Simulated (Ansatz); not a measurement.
Set up this calculation in Ansatz 0.2.0, as the native input.

| Property | Result |
| --- | --- |
| Task | electrostatic potential |
| Functional | PBEsol |
| Potentials or basis | all-electron PAW datasets made for the crystal |
| Cutoff | 140 eV (chosen from the basis error) |
| k mesh | 8 × 8 × 8 |
| Occupations | fermi-dirac, width 0.1 eV |
| Spin | no spin polarisation |

Crystal: Sb.

```
CELL_PARAMETERS angstrom
3.16379 -0.01476 -0.00466
-0.01476 3.14485 -0.00540
-0.00466 -0.00540 3.17150
ATOMIC_POSITIONS crystal
Sb 0.05330 0.99861 0.00399
```

The cell isn't the ideal one: cell strained at random at fixed volume.

One way to write it, as run:

input.yaml

```yaml
crystal:
  lattice:
    - [3.163787, -0.014759, -0.00466]
    - [-0.014759, 3.144854, -0.005398]
    - [-0.00466, -0.005398, 3.171504]
  atoms:
    - { symbol: Sb, position_ang: [0.1686381204, -0.0051827034, 0.0124070793] }
kpoints:
  mp_grid: { grid: [8, 8, 8] }
scf:
  occupations: { method: fermi_dirac, width: 0.1 }
hamiltonian:
  xc: pbesol
  pseudopotentials: { kind: all_electron, datasets: crystal }
output:
  forces: true
  stress: true
  eigenvalues: true
  write_potential: true
  volumetric_format: npy
```

Potentials or basis: all-electron PAW datasets made for the crystal.

The run is started by

```console
$ ansatz run input.yaml --threads 1 --pin off --max-ram 2560MiB --backend cpu --events-out ev --progress --plain --runs-dir out
```

It gave:

| Item | Value |
| --- | --- |
| Pressure | -4.6 GPa |
| Band gap on the k mesh | none (metal or under the smearing width) |

It took 4.6 s on 1 thread of Intel(R) Xeon(R) 6975P-C (Granite Rapids) (shared host), peak memory 0.48 GiB.
